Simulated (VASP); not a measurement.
Wanted: the native input for a VASP 6.6.1 run.

```
Task                   : single point
Functional             : r2SCAN
Potentials or basis    : VASP PAW PBE potentials, release 64 (Pb_d, S)
Cutoff                 : 520 eV
k mesh                 : 6 × 6 × 4
Occupations            : gaussian, width 0.01 eV
Spin                   : no spin polarisation
Dipole correction      : no
Further INCAR settings : ALGO = Normal; EDIFF = 1e-07; NBANDS = 28
```

The system is PbS.

```xyz
4
Lattice="4.9770 0.0000 0.0000 -2.4885 4.3102 0.0000 0.0000 0.0000 5.9737" Properties=species:S:1:pos:R:3 pbc="T T T"
Pb    0.0000    2.8735   -0.3828
Pb    2.4885    1.4367    2.6040
S     0.0000    2.8735    2.6230
S     2.4885    1.4367    5.6098
```

The cell was built by a generator and needn't be a form met in nature.

The cell isn't the ideal one: hydrostatic strain -0.4%.

These files were run (other wordings do the same):

POSCAR

```
PbS
1.0
    4.9770432883      0.0000000000      0.0000000000
   -2.4885216442      4.3102459234      0.0000000000
    0.0000000000      0.0000000000      5.9737069405
Pb S
2 2
Direct
    0.3333333333      0.6666666667     -0.0640853953
    0.6666666667      0.3333333333      0.4359146047
    0.3333333333      0.6666666667      0.4390853953
    0.6666666667      0.3333333333      0.9390853953
```

INCAR.step1

```
SYSTEM = PbS
PREC     = Accurate       ! precision mode
ENCUT    = 520            ! plane-wave cutoff, eV
ISMEAR   = 0              ! smearing method
SIGMA    = 0.01           ! smearing width, eV
LREAL    = .FALSE.        ! projectors in reciprocal space
LASPH    = .TRUE.         ! aspherical terms in the spheres
NELM     = 100            ! most SCF steps
NBANDS   = 28             ! bands
GGA      = PE             ! functional
ALGO     = Normal         ! electronic algorithm
EDIFF    = 1E-4           ! SCF threshold, eV
LWAVE    = .TRUE.         ! write WAVECAR
LCHARG   = .FALSE.        ! write CHGCAR
```

INCAR.step2

```
SYSTEM = PbS
PREC     = Accurate       ! precision mode
ENCUT    = 520            ! plane-wave cutoff, eV
EDIFF    = 1E-7           ! SCF threshold, eV
ISMEAR   = 0              ! smearing method
SIGMA    = 0.01           ! smearing width, eV
LREAL    = .FALSE.        ! projectors in reciprocal space
LASPH    = .TRUE.         ! aspherical terms in the spheres
NELM     = 100            ! most SCF steps
ALGO     = Normal         ! electronic algorithm
ISIF     = 2              ! what is computed and relaxed
LWAVE    = .FALSE.        ! write WAVECAR
LCHARG   = .TRUE.         ! write CHGCAR
METAGGA  = R2SCAN         ! meta-GGA
LMIXTAU  = .TRUE.       
LELF     = .TRUE.         ! ELF
LVHAR    = .TRUE.       
NBANDS   = 28             ! bands
ISTART   = 1
```

KPOINTS

```
Automatic mesh
0
G
  6 6 4
  0 0 0
```

Potentials or basis: VASP PAW PBE potentials, release 64 (Pb_d, S).

Launch:

```sh
$ cat potpaw_PBE.64/Pb_d/POTCAR potpaw_PBE.64/S/POTCAR > POTCAR
$ cp INCAR.step1 INCAR
$ mpirun -np 1 vasp_std > vasp.out
$ cp INCAR.step2 INCAR
$ mpirun -np 1 vasp_std > vasp.out
```

Results of the run:

* Pressure: 0.5 GPa
* Largest force: 0.003 eV/Å
* Band gap on the k mesh: 1.71 eV, direct

Caveat: the PAW data sets were made with another functional, which shifts forces and pressure a little; spin-orbit coupling is left out, which as a rule narrows the gap of such compounds by several tenths of an eV.

Run time: 6 min on 1 thread of AMD EPYC 7R13 Processor (Zen 3), with other jobs on the host, peak memory 0.29 GiB.
